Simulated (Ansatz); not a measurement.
System: Eu (parent space group No. 229, strained and rattled), 4 atoms in the cell.

```
CELL_PARAMETERS angstrom
-4.49674 4.43610 4.52415
4.53497 -4.46106 4.58734
2.34703 2.32919 -2.27455
ATOMIC_POSITIONS crystal
Eu 0.82554 0.25047 0.60960
Eu 0.35122 0.25638 0.67815
Eu 0.84481 0.76412 0.65183
Eu 0.33566 0.75404 0.65966
```

These are results of PBE, plane waves, PAW datasets (generated soft set 1) (Ansatz), not measurements.

Cutoff 420 eV; k-mesh 2×2×4 Γ-centred; Fermi–Dirac smearing of 0.15 eV; no spin polarisation; no spin–orbit coupling.

As given, the pressure is -3.73 GPa.

```tsv
atom	Fx (eV/Å)	Fy (eV/Å)	Fz (eV/Å)
Eu1	0.008	0.086	0.089
Eu2	0.031	-0.074	-0.049
Eu3	0.057	-0.016	-0.040
Eu4	-0.095	0.004	0.001
```

**Question.** The cell is scaled to 98 % of its volume at fixed fractional coordinates. What happens?

**Answer.** The pressure goes up by 0.098 GPa to -3.635 GPa, a clamped-ion bulk modulus of about 5 GPa at this volume, and the free energy changes by -22.0 meV/atom.

| atom | Fx (eV/Å) | Fy (eV/Å) | Fz (eV/Å) |
| --- | --- | --- | --- |
| Eu1 | 0.008 | 0.091 | 0.092 |
| Eu2 | 0.034 | -0.079 | -0.050 |
| Eu3 | 0.058 | -0.016 | -0.040 |
| Eu4 | -0.099 | 0.004 | -0.002 |

The stress includes the program's correction for the finite plane-wave basis.

The k-mesh is coarse, so these values belong to this mesh and can lie far from the converged ones. The open f shell is treated without spin here, so this is a model state and not the ground state.
